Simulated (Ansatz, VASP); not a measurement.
## Cross-check of AlGaN2 between VASP and Ansatz

One calculation is typed for both programs; each brings its own data sets. How far apart do they land? The cell is taken from a series of runs on this material, whose earlier steps may have relaxed, scaled, displaced or heated it; both programs get it as it stands.

Method: plane waves, with VASP 6.6.1 beside it; relaxation of cell and atoms at LDA, in Ansatz 0.2.0.

**1. Set-up**

Symmetry: P-4m2, No. 115, tetragonal system. Conventional cell: a = 3.115 Å, b = 3.115 Å, c = 4.384 Å, α = 90.00°, β = 90.00°, γ = 90.00°. Al has 4 N at 1.88 Å nearest. Ga has 4 N at 1.93 Å nearest. N has 2 Al at 1.88 Å and 2 Ga at 1.93 Å nearest. Farther neighbours and most contacts between anions are not listed.

**2. VASP: relaxation of cell and atoms, LDA**

The relaxed volume is the usual yardstick between codes: in a stiff, nearly cubic crystal its relative difference is about their pressure difference at one cell divided by the bulk modulus.

Lines of VASP's logs that name or quote its potential files are left out, and so is its time.

INCAR reads:

```
SYSTEM = AlGaN2
PREC = Accurate
ENCUT = 600
EDIFF = 1E-07
NELM = 120
ISMEAR = 0
SIGMA = 0.01
LREAL = .FALSE.
ALGO = Normal
GGA = CA
NBANDS = 19
LORBIT = 11
LWAVE = .FALSE.
LCHARG = .FALSE.
ISIF = 3
IBRION = 2
NSW = 80
EDIFFG = -0.005
LASPH = .TRUE.
GGA_COMPAT = .FALSE.
NELMIN = 4
EFERMI = MIDGAP
KPAR = 2
```

POSCAR reads:

```
AlGaN2
1.0
    3.1152860000      0.0000000000      0.0000000000
    0.0000000000      3.1152860000      0.0000000000
    0.0000000000      0.0000000000      4.3843300000
Al Ga N
1 1 2
Direct
    0.5000000000      0.5000000000      0.5000000000
    0.0000000000      0.0000000000      0.0000000000
    0.5000000000      0.0000000000      0.7400515016
    0.0000000000      0.5000000000      0.2599487265
```

KPOINTS reads:

```
Automatic mesh
0
Gamma
8 8 6
0 0 0
```

PAW data sets: Al, Ga_d and N (LDA family, release 64).

Command:

```sh
> mpirun -np 2 vasp_std
```

Numbers of over 12 decimals in the logs are rounded to 6 here.

What it wrote:

```text
[banner, memory and clock lines left out]
running    2 mpi-ranks, on    1 nodes
 distrk:  each k-point on    1 cores,    2 groups
 distr:  one band on    1 cores,    1 groups

 POSCAR found type information on POSCAR AlGaN
 POSCAR found :  3 types and       4 ions
 LDA part: xc-table for (Slater(with rela. corr.)+CA(PZ))
 , standard interpolation
 POSCAR, INCAR and KPOINTS ok, starting setup
 FFT: planning ... GRIDC
 FFT: planning ... GRID_SOFT
 FFT: planning ... GRID
 WAVECAR not read
 entering main loop
       N       E                     dE             d eps       ncg     rms          rms(c)
DAV:   1     0.186493404854E+03    0.18649E+03   -0.14419E+04  2471   0.222E+03
DAV:   2    -0.128748556301E+02   -0.19937E+03   -0.18838E+03  2495   0.458E+02
DAV:   3    -0.344968390979E+02   -0.21622E+02   -0.21377E+02  2657   0.120E+02
DAV:   4    -0.350852223457E+02   -0.58838E+00   -0.58709E+00  3130   0.202E+01
DAV:   5    -0.350925219397E+02   -0.72996E-02   -0.72939E-02  2798   0.216E+00    0.117E+01
DAV:   6    -0.303849820214E+02    0.47075E+01   -0.17376E+01  3625   0.590E+01    0.394E+00
DAV:   7    -0.303789892931E+02    0.59927E-02   -0.11135E+00  2600   0.870E+00    0.264E+00
DAV:   8    -0.303292014119E+02    0.49788E-01   -0.21985E-01  3020   0.517E+00    0.917E-01
DAV:   9    -0.303160715085E+02    0.13130E-01   -0.48031E-02  3336   0.348E+00    0.343E-01
DAV:  10    -0.303162190940E+02   -0.14759E-03   -0.63766E-03  2680   0.623E-01    0.975E-02
DAV:  11    -0.303162153991E+02    0.36949E-05   -0.26697E-04  3181   0.179E-01    0.322E-02
DAV:  12    -0.303162058992E+02    0.94999E-05   -0.44239E-05  3368   0.108E-01    0.131E-02
DAV:  13    -0.303162061128E+02   -0.21362E-06   -0.51919E-06  2947   0.219E-02    0.370E-03
DAV:  14    -0.303162061272E+02   -0.14368E-07   -0.44247E-07  2406   0.555E-03
   1 F= -.30316206E+02 E0= -.30316206E+02  d E =-.303162E+02
[...]
2 F= -.30316252E+02 E0= -.30316252E+02  d E =-.463180E-04
[...]
3 F= -.30316623E+02 E0= -.30316623E+02  d E =-.416377E-03
[...]
4 F= -.30316622E+02 E0= -.30316622E+02  d E =-.416286E-03
 curvature:  -0.26 expect dE=-0.265E-05 dE for cont linesearch -0.368E-06
 ZBRENT: accuracy reached
 trial: gam=-0.02339 g(F)=  0.101E-04 g(S)=  0.225E-06 ort = 0.480E-04 (trialstep = 0.901E+00)
 search vector abs. value=  0.892E-05
 bond charge predicted
       N       E                     dE             d eps       ncg     rms          rms(c)
DAV:   1    -0.303166276702E+02   -0.52292E-05   -0.13938E-03  2286   0.273E-01    0.786E-03
DAV:   2    -0.303166268009E+02    0.86922E-06   -0.18742E-05  3104   0.656E-02    0.381E-03
DAV:   3    -0.303166263747E+02    0.42629E-06   -0.16213E-06  3462   0.257E-02    0.114E-03
DAV:   4    -0.303166263950E+02   -0.20349E-07   -0.53676E-07  2350   0.627E-03
   5 F= -.30316626E+02 E0= -.30316626E+02  d E =-.398225E-05
 trial-energy change:   -0.000004  1 .order   -0.000004   -0.000008    0.000001
 step:   0.8324(harm=  0.8324)  dis= 0.00038  next Energy=   -30.316626 (dE=-0.381E-05)
 reached required accuracy - stopping structural energy minimisation
```

Parts of OUTCAR (step 2):

```text
ion  position               nearest neighbor table
   1  0.500  0.500  0.500-   4 1.88   4 1.88   3 1.88   3 1.88   2 3.11   2 3.11   2 3.11   2 3.11
                             2 3.11   2 3.11   2 3.11   2 3.11
   2  0.000  0.000  0.000-   3 1.93   3 1.93   4 1.93   4 1.93   1 3.11   1 3.11   1 3.11   1 3.11
                             1 3.11   1 3.11   1 3.11   1 3.11
   3  0.500  0.000  0.740-   1 1.88   1 1.88   2 1.93   2 1.93
   4  0.000  0.500  0.260-   1 1.88   1 1.88   2 1.93   2 1.93

  LATTYP: Found a simple tetragonal cell.
 ALAT       =     3.1152860000
 C/A-ratio  =     1.4073603515

 Subroutine GETGRP returns: Found  8 space group operations
 (whereof  8 operations were pure point group operations)

The static configuration has the point symmetry D_2d.

 Found     60 irreducible k-points:

   k-points           NKPTS =     60   k-points in BZ     NKDIM =     60   number of bands    NBANDS=     19

   dimension x,y,z NGX =    28 NGY =   28 NGZ =   36
   dimension x,y,z NGXF=    56 NGYF=   56 NGZF=   72

   ENCUT  =  600.0 eV  44.10 Ry    6.64 a.u.   6.22  6.22  8.76*2*pi/ulx,y,z

   NELECT =      26.0000    total number of electrons

 k-points in reciprocal lattice and weights: Automatic mesh
   0.00000000  0.00000000  0.00000000       0.003
   0.12500000  0.00000000  0.00000000       0.010
   0.25000000  0.00000000  0.00000000       0.010
   0.37500000  0.00000000  0.00000000       0.010
   0.50000000  0.00000000  0.00000000       0.005
   0.12500000  0.12500000  0.00000000       0.010
   0.25000000  0.12500000  0.00000000       0.021
   0.37500000  0.12500000  0.00000000       0.021
   0.50000000  0.12500000  0.00000000       0.010
[...]
0.50000000  0.37500000  0.50000000       0.010
   0.50000000  0.50000000  0.50000000       0.003

 average (electrostatic) potential at core
       1 -70.3240       2 -63.8400       3 -60.7179       4 -60.7179

 E-fermi :   7.1379

 k-point     1 :       0.0000    0.0000    0.0000
  band No.  band energies     occupation
    ...
      9       3.2202      2.00000
     10       3.2202      2.00000
     11       5.3929      2.00000
     12       5.6192      2.00000
     13       5.6192      2.00000
     14       8.6566      0.00000
     15       9.1098      0.00000
     16      13.1804      0.00000
     17      16.8715      0.00000
     18      16.8715      0.00000
    ...

 k-point     2 :       0.1250    0.0000    0.0000
  band No.  band energies     occupation
    ...
      9       2.5255      2.00000
     10       3.3479      2.00000
     11       4.7248      2.00000
     12       5.2566      2.00000
     13       5.5894      2.00000
     14       9.3425      0.00000
     15       9.7071      0.00000
     16      13.6660      0.00000
     17      16.5010      0.00000
     18      17.0192      0.00000
    ...

 k-point     3 :       0.2500    0.0000    0.0000
  band No.  band energies     occupation
    ...
      9       1.4724      2.00000
     10       3.2133      2.00000
     11       3.7031      2.00000
     12       4.6647      2.00000
     13       5.4722      2.00000
     14      10.4038      0.00000
     15      10.9494      0.00000
     16      14.3409      0.00000
     17      16.1263      0.00000
     18      16.8307      0.00000
    ...

  Total        0.0052682      0.0052682      0.0037228      0.0000000      0.0000000      0.0000000
  in kB        0.1976402      0.1976402      0.1396651      0.0000000      0.0000000      0.0000000
  external PRESSURE =       0.1783152 kB  Pullay stress =       0.0000000 kB

  energy-cutoff  :      600.00
  volume of cell :       42.71
      direct lattice vectors                 reciprocal lattice vectors
     3.119084698  0.000000000 -0.000000000     0.320606876  0.000000000  0.000000000
     0.000000000  3.119084698  0.000000000     0.000000000  0.320606876  0.000000000
    -0.000000000  0.000000000  4.389776784     0.000000000  0.000000000  0.227802016

 POSITION                                       TOTAL-FORCE (eV/Angst)
 -----------------------------------------------------------------------------------
      1.55954      1.55954      2.19489         0.000000     -0.000000      0.000000
      0.00000      3.11908      0.00000         0.000000      0.000000      0.000000
      1.55954      3.11908      3.24751        -0.000000     -0.000000      0.000377
     -0.00000      1.55954      1.14227         0.000000     -0.000000     -0.000377
 -----------------------------------------------------------------------------------
    total drift:                               -0.000000      0.000000     -0.000634

  FREE ENERGIE OF THE ION-ELECTRON SYSTEM (eV)
  ---------------------------------------------------
  free  energy   TOTEN  =       -30.3166263950 eV

  energy  without entropy=      -30.3166263950  energy(sigma->0) =      -30.31662640

 reached required accuracy - stopping structural energy minimisation

 total charge
# of ion       s       p       d       tot
------------------------------------------
    1        0.382   0.462   0.000   0.843
    2        0.800   0.953  10.196  11.949
    3        1.208   2.563   0.000   3.770
    4        1.208   2.563   0.000   3.770
--------------------------------------------------
tot          3.597   6.540  10.196  20.333

[... 3 further parts left out ...]
```

The run keeps the 8 symmetry operations of its start, so it cannot find a distortion of lower symmetry.

**3. Ansatz: relaxation of cell and atoms, LDA**

Ansatz runs on its default PAW (the set named soft_2) files.

The same cell, functional (in two slightly different forms) and mesh now go to Ansatz, which takes its cutoff from its data sets.

input.yaml reads:

```yaml
crystal:
  lattice:
    - [3.1152864404, 0.0, 0.0]
    - [0.0, 3.1152864404, 0.0]
    - [0.0, 0.0, 4.3843303939]
  atoms:
    - { symbol: Al, position: [0.5, 0.5, 0.5] }
    - { symbol: Ga, position: [0.0, 0.0, 0.0] }
    - { symbol: "N", position: [0.5, 0.0, 0.740051333] }
    - { symbol: "N", position: [0.0, 0.5, 0.259948667] }
kpoints:
  mp_grid: { grid: [8, 8, 6] }
hamiltonian:
  xc: lda
scf:
  occupations: { method: fixed }
output:
  forces: true
  stress: true
  eigenvalues: true
relax:
  adjacent_minimum: "off"
  f_tol: 0.001
  max_steps: 60
  cell: { stress_tol: 0.01 }
```

Command:

```sh
> ansatz run input.yaml --threads 2 --pin off --max-ram 5120MiB --backend cpu --events-out ev --progress --plain --runs-dir out
```

What it wrote:

```text
Engine: ansatz 0.2.0, aarch64-unknown-linux-gnu
Pseudopotentials: kind: paw
Pseudopotential: Al, paw, valence charge 3, recommended cutoff 420 eV (normal), Al.paw.azcp
Pseudopotential: Ga, paw, valence charge 13, recommended cutoff 420 eV (normal), Ga.paw.azcp
Pseudopotential: N, paw, valence charge 5, recommended cutoff 420 eV (normal), N.paw.azcp
Functional definition: SPW92
  exchange = slater_x
  correlation = pw_c
Crystal: 4 atoms, lattice volume = 42.550 Å³
Basis set: ecut = 420 eV, 847 PW (Γ)
Bands: 17, of which v1, the nominal top of the filled ones, is band 13 counted from 1 (12 counted from 0)
Symmetry: 8 space group operations
Space group: P-4m2 (ITA 115), of the structure as read, at distance tolerance 3.5e-5 Å
k-points: 60 of 384 (time reversal used)
Non-local potential: Al, projectors of the file, l = 0: 2, l = 1: 2, l = 2: 1
Non-local potential: Ga, projectors of the file, l = 0: 2, l = 1: 2, l = 2: 3, l = 3: 1
Non-local potential: N, projectors of the file, l = 0: 2, l = 1: 2, l = 2: 1
PAW form: soft (Blöchl's): semilocal exchange-correlation on the pseudo side does not see the compensation charge
PAW frozen core: Al, regenerated for the run's functional, and the local potential with it (the file was generated under x = pbe(κ = 0.804, μ = 0.219515), c = pbe(β = 0.066725))
PAW frozen core: Ga, regenerated for the run's functional, and the local potential with it (the file was generated under x = pbe(κ = 0.804, μ = 0.219515), c = pbe(β = 0.066725))
PAW frozen core: N, regenerated for the run's functional, and the local potential with it (the file was generated under x = pbe(κ = 0.804, μ = 0.219515), c = pbe(β = 0.066725))
PAW one-centre angular grid: Al, 110 points (default); XC on 64 Gauss nodes
PAW one-centre angular grid: Ga, 590 points (default); XC on 64 Gauss nodes
PAW one-centre angular grid: N, 110 points (default); XC on 64 Gauss nodes
Initial density: superposition of atomic densities (neutral atoms: chi_scale 0, normalization atom), corrected by the library's trained network
Initial wavefunctions: pseudopotential atomic-orbital guess
Functional: x = slater, c = lda
SCF iter   1: F=—  HF=-4971.908155 eV  |F-HF|=—  |Δ(HF+E_count)|=         —  Δρ=1.13e-2  dr2=5.39e-2  ethr=1.77e-3  ⟨swp⟩=4.8  Hψ=4436  notcnv=0  defer=93
preconditioner: auto → none  [insulator: Δε(μ)=2.967 eV  Ē_g=15.724 eV  n_scr=14 (ndim 8)  ℏωp=29.0 eV  f_vac=0.000  ε∞_Penn≈4.4]
SCF iter   2: F=—  HF=-4971.894671 eV  |F-HF|=—  |Δ(HF+E_count)|=   1.35e-2  Δρ=5.60e-3  dr2=8.47e-3  ethr=2.07e-4  ⟨swp⟩=2.3  Hψ=2006  notcnv=0  defer=120
SCF iter   3: F=—  HF=-4971.892002 eV  |F-HF|=—  |Δ(HF+E_count)|=   2.67e-3  Δρ=1.61e-3  dr2=4.44e-4  ethr=3.26e-5  ⟨swp⟩=2.0  Hψ=1506  notcnv=0  defer=120
SCF iter   4: F=—  HF=-4971.891826 eV  |F-HF|=—  |Δ(HF+E_count)|=   1.76e-4  Δρ=4.84e-4  dr2=3.72e-5  ethr=1.71e-6  ⟨swp⟩=2.4  Hψ=1798  notcnv=0  defer=119
SCF iter   5: F=—  HF=-4971.891800 eV  |F-HF|=—  |Δ(HF+E_count)|=   2.56e-5  Δρ=4.44e-5  dr2=4.61e-7  ethr=1.43e-7  ⟨swp⟩=2.2  Hψ=1759  notcnv=0  defer=2
SCF iter   6: F=-4971.891800 eV  HF=-4971.891800 eV  |F-HF|=1.08e-8  |Δ(HF+E_count)|=   8.36e-8  Δρ=1.38e-5  dr2=5.55e-8  ethr=3.85e-10  ⟨swp⟩=6.0  Hψ=5345  notcnv=0
SCF 1 converged in 6 iterations: F = -4971.891800 eV  dr2 = 5.55e-8
  greatest PAW one-centre occupation: 0.996 electrons in one spin orbital (limit 2), on the Ga atom at site 1 (counted from 0), in its partial waves of l = 2
relax step   1: F+E_penalty+E_count = -4971.89180027 eV  Δ(F+E_penalty+E_count) = +0.000e0 eV  max|allowed force component| = 7.011e-4 eV/Å  Δτ_max = 0.0000 Å  P = -0.006 GPa  Ω = 42.550 Å³  (6 SCF iters, dr2 threshold 1.00e-7 eV, accepted)
Initial density: handed on by an earlier stage of this run
Initial wavefunctions: pseudopotential atomic-orbital guess (no wavefunctions were taken with the density)
iter 1 solved again at ethr=2.48e-8 eV; its pass at ethr=3.10e-3 eV (dr2=6.44e-6 eV) is discarded
SCF iter   1: F=—  HF=-4971.891801 eV  |F-HF|=—  |Δ(HF+E_count)|=         —  Δρ=1.39e-5  dr2=5.54e-8  ethr=2.48e-8  ⟨swp⟩=3.0  Hψ=7291  notcnv=0  defer=120
preconditioner: auto → none  [insulator: Δε(μ)=3.055 eV  Ē_g=15.757 eV  n_scr=14 (ndim 8)  ℏωp=29.0 eV  f_vac=0.000  ε∞_Penn≈4.4]
SCF iter   2: F=—  HF=-4971.891800 eV  |F-HF|=—  |Δ(HF+E_count)|=   5.22e-7  Δρ=6.07e-6  dr2=8.41e-9  ethr=2.13e-10  ⟨swp⟩=2.1  Hψ=1363  notcnv=0  defer=15
SCF iter   3: F=—  HF=-4971.891800 eV  |F-HF|=—  |Δ(HF+E_count)|=   1.80e-9  Δρ=2.46e-6  dr2=2.32e-9  ethr=3.23e-11  ⟨swp⟩=2.1  Hψ=1682  notcnv=0  defer=15
SCF iter   4: F=—  HF=-4971.891800 eV  |F-HF|=—  |Δ(HF+E_count)|=  5.92e-10  Δρ=3.21e-7  dr2=2.65e-11  ethr=8.91e-12  ⟨swp⟩=2.0  Hψ=1751  notcnv=0  defer=15
SCF iter   5: F=—  HF=-4971.891800 eV  |F-HF|=—  |Δ(HF+E_count)|=  4.55e-12  Δρ=7.49e-8  dr2=2.04e-12  ethr=1.00e-12  ⟨swp⟩=1.0  Hψ=1020  notcnv=0  defer=15
SCF iter   6: F=-4971.891800 eV  HF=-4971.891800 eV  |F-HF|=1.82e-12  |Δ(HF+E_count)|=    0.00e0  Δρ=1.92e-8  dr2=1.25e-13  ethr=1.00e-12  ⟨swp⟩=6.9  Hψ=5245  notcnv=0
SCF 2 converged in 6 iterations: F = -4971.891800 eV  dr2 = 1.25e-13
relax step   2: F+E_penalty+E_count = -4971.89180028 eV  Δ(F+E_penalty+E_count) = -8.742e-9 eV  max|allowed force component| = 6.059e-4 eV/Å  Δτ_max = 0.0000 Å  P = -0.006 GPa  Ω = 42.550 Å³  stress off target by 9.35e-3 GPa  SCF on the basis re-selected at this cell (its energy is not comparable with the rows above)  (6 SCF iters)
basis re-selected at this cell: Δ(F+E_penalty+E_count) = -8.742e-9 eV, ΔP = -0.000 GPa vs the last step (what re-selecting the basis moved, of the pressure what is left beyond the Pulay correction that the steps carried, after the strain that the cell walked since its last selection, with what the two solves' SCF thresholds leave and, on support functions, any second-order correction that the steps lacked; it is no m [...]
SCF converged after 6 iterations
Free energy (F): -4971.891800 eV
Harris-Foulkes:  -4971.891800 eV  (|F-HF|=1.82e-12)
Internal energy: -4971.891800 eV  (E = F + TS)
E sigma→0 (E₀):  -4971.891800 eV
Fermi energy:    8.417615 eV
--- Per-component energies (eV) ---
  E_band       = 0.163132
  E_kinetic    = 407.515448
  E_local      = -2454.825092  (includes V_loc(G=0)·N_el)
  E_nonlocal   = 535.389577
  E_hartree    = 1110.072325
  E_xc         = -228.987649
  E_vxc        = -242.492353  (∫ρ·V_xc dr)
  E_paw        = -2597.132962  (= ΣΔE_a)
  E_vpaw       = -465.569159  (= ΣTr[D̂ρ^β])
  E_aug_tail   = 0.000062  (compensation charges beyond the density's cutoff)
  E_ewald      = -1745.867794
  E_core_change = 1.944285  (= ΣΔE_core)
  E_smearing   = -0.000000  (= −TS)
  E_closure    = 0.000000  (closes the sum)
  Σ components = -4971.891800   (vs F -4971.891800, Δ=0.00e0)
--- Forces (eV/Å), atoms counted from 1 ---
  atom   1  Al    -0.00000000     0.00000000     0.00000000
  atom   2  Ga    -0.00000000     0.00000000     0.00000000
  atom   3  N      0.00000000     0.00000000    -0.00060587
  atom   4  N      0.00000000     0.00000000     0.00060587
  max |Σ_I F_I| component: 6.94e-17 eV/Å
--- Stress (GPa, compression-positive) ---
       -0.005073       0.000000      -0.000000
        0.000000      -0.005073       0.000000
       -0.000000       0.000000      -0.009353
  P = ⅓ Tr σ = -0.0065 GPa (-0.065 kbar)
--- Band table (eV; the first three rows and the last of 60) ---
  k-point 0: bands = [... 9 lower, 6.0135, 8.1942, 8.4176, 8.4176, 11.4724, 11.9226, 15.9999, 19.7157]
  k-point 1: bands = [... 9 lower, 6.1392, 7.6324, 8.2320, 8.2320, 11.9296, 12.4306, 16.1529, 19.2114]
  k-point 2: bands = [... 9 lower, 6.4813, 6.5822, 7.7723, 7.7723, 12.9298, 13.4255, 16.4845, 18.0718]
  k-point 59: bands = [... 9 lower, 4.3024, 5.0705, 5.0752, 5.0752, 14.5846, 14.5846, 17.4372, 19.3172]
--- Relaxed structure (1 steps of the walk, 1 accepted, 1 SCFs on fresh bases) ---
  F+E_penalty+E_count = -4971.89180028 eV   max|allowed force component| = 6.059e-4 eV/Å   (the final SCF, on the basis selected at the relaxed cell)
  cell:  # Å, volume = 42.5500 Å³
    - [3.1152864404, 0.0, 0.0]
    - [0.0, 3.1152864404, 0.0]
    - [0.0, 0.0, 4.3843303939]
  atoms:
    - { symbol: Al, position: [0.5, 0.5, 0.5] }
    - { symbol: Ga, position: [0.0, 0.0, 0.0] }
    - { symbol: N, position: [0.5, 0.0, 0.740051333] }
    - { symbol: N, position: [0.0, 0.5, 0.259949] }
```

**4. Differences**

Known differences besides the potentials themselves: the two LDA forms differ slightly; fixed occupations in Ansatz, narrow Gaussian smearing in VASP; the cutoff is 420 eV in Ansatz and 600 eV in VASP; VASP's log shows a relativistic correction to its local exchange, Ansatz's none; Ansatz adds a Pulay correction to the stress that steers its cell, VASP none. Total energies have different zeros and are not compared.

Both answers:

```
                                         quantity  Ansatz   VASP  difference
                                      volume (Å³)   42.55  42.71     -0.37 %
edge a after relaxation, in the typed setting (Å)   3.115  3.119     -0.12 %
edge c after relaxation, in the typed setting (Å)   4.384  4.390     -0.13 %
```

**5. What came out**

| Item | Value |
| --- | --- |
| difference in volume (relaxation of cell and atoms, LDA) | -0.37 % |

In words: The difference in volume is -0.37 % (relaxation of cell and atoms, LDA), within the 1.2 % picked in this series as the mark of a large difference, as far as the stopping tolerances let one tell. How closely two codes agree says nothing of how well the functional describes the real material.

[Lines on the potential files, build, host, timing and source positions are cut from VASP's logs without a mark.]

[Logs are printed without paths, hosts, clocks, repeated set-up lines and the standing remarks that a program may print on its own settings, such as how far it seeks lower states.]

[Hosts, paths, dates, database ids (printed as entryN), source tags and the programs' standing remarks are cut or masked in the printed files.]
